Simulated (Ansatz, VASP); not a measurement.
One calculation of Au, two programs

File POSCAR:

```
Au
1.0
    0.0000000000      2.0620690893      2.0620690893
    2.0620690893      0.0000000000      2.0620690893
    2.0620690893      2.0620690893      0.0000000000
Au
1
Direct
    0.0000000000      0.0000000000      0.0000000000
```

Contents of INCAR.step1:

```
  PREC = Accurate
  ENCUT = 520
  ISMEAR = 0
  SIGMA = 0.15
  LREAL = False
  LASPH = True
  NELM = 60
  NBANDS = 12
  GGA = PE
  ALGO = Normal
  EDIFF = 1E-4
  LWAVE = True
  LCHARG = False
```

Contents of INCAR.step2:

```
  PREC = Accurate
  ENCUT = 520
  EDIFF = 1E-7
  ISMEAR = 0
  SIGMA = 0.15
  LREAL = False
  LASPH = True
  NELM = 60
  ALGO = Normal
  ISIF = 2
  LWAVE = False
  LCHARG = False
  METAGGA = R2SCAN
  LMIXTAU = True
  NBANDS = 12
  ISTART = 1
```

KPOINTS

```
regular mesh
0
Gamma
  24 24 24
```

Input for Ansatz:

```yaml
crystal:
  lattice:
    - [0.0, 2.0620690893, 2.0620690893]
    - [2.0620690893, 0.0, 2.0620690893]
    - [2.0620690893, 2.0620690893, 0.0]
  atoms:
    - { symbol: Au, position: [0.0, 0.0, 0.0] }
basis:
  ecutwfc: 500
kpoints:
  mp_grid: { grid: [24, 24, 24] }
hamiltonian:
  xc: r2scan
scf:
  occupations: { method: gaussian, width: 0.15 }
output:
  forces: true
  stress: true
  eigenvalues: true
```

Alike in both runs: task single point; functional r2SCAN; k mesh 24 × 24 × 24; occupations gaussian, width 0.15 eV; no spin polarisation.

|  | VASP | Ansatz |
| --- | --- | --- |
| version | VASP 6.6.1 | Ansatz 0.2.0 |
| potentials or method | VASP PAW PBE potentials, release 64 (Au) | scalar-relativistic, plane waves, PAW |
| plane-wave cutoff (eV) | 520 | 500 |
| valence electrons in the cell | 11 | 19 |

```tsv
	VASP	Ansatz	Ansatz less VASP
gap on the k mesh at the Fermi level (eV)	none	none	-
pressure (GPa)	0.3	0.1	-0.26
```

A gap of «none» marks a metal or a gap that the smearing closes. The two sets of potentials don't hold the same shells in valence.

Caveats: the PAW data sets were made with another functional, which shifts forces and pressure a little (VASP). The runs have no spin-orbit coupling, so splittings on Au are missing.
